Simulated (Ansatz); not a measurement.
The system is Ge.

```
CELL_PARAMETERS angstrom
-1.60842 1.60842 1.87318
1.60842 -1.60842 1.87318
1.60842 1.60842 -1.87318
ATOMIC_POSITIONS crystal
Ge 0.50000 0.50000 0.00000
```

The cell was built by a generator and needn't be a form met in nature.

* Program: Ansatz 0.2.0
* Task: relaxation of cell and atoms
* Functional: PBEsol
* Dispersion: D3(BJ)
* Potentials or basis: Ansatz PAW
* Cutoff: 420 eV (not typed: the program's choice for these potentials)
* k mesh: 12 × 12 × 12
* Occupations: fermi-dirac, width 0.05 eV
* Spin: no spin polarisation

At the start: volume 19.38 Å³/atom.

**Question.** How do energy, volume and symmetry change on relaxing?

**Answer.** It ends after 10 steps and the volume is 17.39 Å³/atom (-10.3 %); space group Im-3m (No. 229, to 0.05 Å).

The path:
| step | energy change (eV) | largest force (eV/Å) | volume (Å³) |
| --- | --- | --- | --- |
| 1 | 0.0000 | 0.0000 | 19.38 |
| 2 | -0.0290 | 0.0000 | 17.32 |
| 3 | -0.0314 | 0.0000 | 17.81 |
| 4 | -0.0316 | 0.0000 | 17.74 |
| 5 | -0.0320 | 0.0000 | 17.47 |
| 6 | -0.0402 | 0.0000 | 17.14 |
| 7 | -0.0406 | 0.0000 | 16.96 |
| 8 | -0.0482 | 0.0000 | 17.47 |
| 9 | -0.0483 | 0.0000 | 17.39 |
| 10 | -0.0479 | 0.0000 | 17.39 |

Final structure:
```
CELL_PARAMETERS angstrom
-1.63211 1.63211 1.63242
1.63211 -1.63211 1.63242
1.63211 1.63211 -1.63242
ATOMIC_POSITIONS crystal
Ge 0.50000 0.50000 0.00000
```

Caveat: the plane-wave basis is chosen anew once the cell has moved, so the energies of steps on either side of that aren't comparable; pairwise dispersion overbinds metals, which lowers pressure and volume; the PAW data sets come from PBE, with cores solved anew for the run's functional, which leaves a small shift of forces and pressure.
